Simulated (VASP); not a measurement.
A run of VASP 6.6.1 is set up as follows.

INCAR

```
PREC = Accurate
ENCUT = 400
EDIFF = 1E-7
ISMEAR = 0
SIGMA = 0.01
LREAL = F
LASPH = T
NELM = 100
ALGO = Normal
ISIF = 2
LWAVE = F
LCHARG = F
ISPIN = 2
MAGMOM = 0.5 0.5 0.5 0.5
LORBIT = 11
NUPDOWN = 1
GGA = PE
IVDW = 12
IBRION = 2
NSW = 120
EDIFFG = -0.03
ISYM = 0
```

Contents of KPOINTS:

```
Automatic mesh
0
Gamma
  1 1 1
```

Contents of POSCAR:

```
HCO2
1.0
   12.5008549775      0.0000000000      0.0000000000
    0.0000000000     13.0008549775      0.0000000000
    0.0000000000      0.0000000000     13.5008549775
O C H
2 1 1
Selective dynamics
Direct
    0.5048703041      0.5354628166      0.4133508595  F F F
    0.4269781399      0.4937291189      0.5615529535  T T T
    0.4910432863      0.5066712909      0.4967023286  T T T
    0.5771082697      0.4795203772      0.5283938584  T T T
```

Potentials or basis: VASP PAW PBE potentials, release 64 (O, C, H).

Launch:

```sh
$ cat potpaw_PBE.64/O/POTCAR potpaw_PBE.64/C/POTCAR potpaw_PBE.64/H/POTCAR > POTCAR
$ mpirun -np 1 vasp_gam > vasp.out
```

Estimate the energy gained by relaxing.

29.4 meV/atom.

Estimate the dispersion energy per atom.

-0.009 eV.

Final structure:
```
O C H
1.0
    12.50085    0.00000    0.00000
     0.00000   13.00085    0.00000
     0.00000    0.00000   13.50085
O C H
2 1 1
Direct
  0.50487 0.53546 0.41335
  0.42558 0.49231 0.56623
  0.49224 0.50541 0.49957
  0.57535 0.47938 0.52961
```

Caveat: the standard files for N, O and F lose accuracy on very short bonds; the total moment is fixed, so each spin has its own Fermi level.
